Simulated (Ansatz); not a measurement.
# WS2: the cost of one run

Program: Ansatz 0.2.0. Level of theory: DFT PBE+D3(BJ), scalar-relativistic, plane waves, PAW. These are calculated values, not measurements.

### Step 1. The structure to begin with

It takes space group P-6m2 (No. 187, hexagonal). The conventional cell has a = 3.183 Å, b = 3.183 Å, c = 23.127 Å, α = 90.00°, β = 90.00°, γ = 120.00°. S (site symmetry 3m) has 3 W at 2.42 Å as nearest neighbours. W (site symmetry -6m2) is surrounded by 6 S at 2.41 to 2.42 Å.

Structure file:

```
CELL_PARAMETERS angstrom
3.18312 0.00000 0.00000
-1.59156 2.75666 0.00000
0.00000 0.00000 23.12725
ATOMIC_POSITIONS crystal
S 0.66667 0.33333 0.43239
W 0.33333 0.66667 0.50016
S 0.66667 0.33333 0.56761
```

Free-standing sheet.

### Step 2. Relaxing the sheet and its cell in the plane

Contents of input.yaml:

```yaml
crystal:
  lattice:
    - [3.18312255, 0.0, 0.0]
    - [-1.59156128, 2.756665, 0.0]
    - [0.0, 0.0, 23.1272520219]
  atoms:
    - { symbol: S, position: [0.66666667, 0.33333334, 0.4323903242] }
    - { symbol: W, position: [0.33333333, 0.66666666, 0.5001580484] }
    - { symbol: S, position: [0.66666667, 0.33333334, 0.5676096758] }
basis:
  ecutwfc: 420.0
  fft_grid_basis: typed
kpoints:
  mp_grid: { grid: [12, 12, 1] }
hamiltonian:
  xc: pbe
  dispersion: d3bj
  pseudopotentials: { kind: paw }
scf:
  occupations: { method: gaussian, width: 0.05 }
output:
  forces: true
  eigenvalues: true
  stress: true
efield:
  axis: 3
  dipole_correction: true
  ramp_width: 0.04
relax:
  adjacent_minimum: "off"
  f_tol: 0.02
  max_steps: 60
  cell: { fix: [c, alpha, beta], stress_tol: 0.05 }
```

The run is started by

```console
> ansatz run input.yaml --threads 4 --pin off --max-ram 8847MiB --backend cpu --events-out ev --progress --plain --runs-dir out
```

Q: Estimate wall time and peak memory on 4 threads of Arm Neoverse V2, shared host.

About 6.3 s, with a peak of 0.47 GiB.
